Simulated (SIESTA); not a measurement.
Runs of SIESTA 5.4.2 on HfO2. The structure is cubic, space group Fm-3m (No. 225). Conventional cell: a = 5.115 Å, b = 5.115 Å, c = 5.115 Å, α = 90.00°, β = 90.00°, γ = 90.00°. Around Hf (site symmetry m-3m) lie 8 O at 2.21 Å. Around O (site symmetry -43m) lie 4 Hf at 2.21 Å. Measurements of this composition are mostly on another form, of space group No. 14.

```csv
level,gap on the mesh (eV),pressure (GPa)
vdW-DF-C09,3.62,(a)
vdW-DF2,3.67,10.7
vdW-DF,3.78,5.7
vdW-DF-cx,3.65,-5.6
VV10,3.63,2.5
optB88-vdW,3.67,-1.3
PBE,3.70,(b)
```

Alike in all rows: task single point; potentials or basis PseudoDojo 0.4 standard (PBE files), DZP (energy shift 0.003 Ry; two zetas on semicore shells); no spin polarisation; cell as given; k mesh 9 × 9 × 9; smearing fermi-dirac 0.05 eV; grid cutoff 800 Ry; energy shift 0.003 Ry.

Estimate the missing entries.

(a) -6.8; (b) 0.2.

Caveats: short orbitals over semicore shells can move pressures by several GPa; spin-orbit coupling is left out, which moves the levels of the heavy elements; an odd mesh through Γ misses points on the zone boundary, where band edges often lie; the basis of atomic orbitals isn't converged, which shifts pressures, moduli and gaps; the potentials were made for another functional, which shifts forces and pressure (some runs); the non-local part is tabulated coarsely and may be off by about a percent (some runs).

A k mesh can miss the band edges, and the runs leave out spin-orbit coupling on Hf.
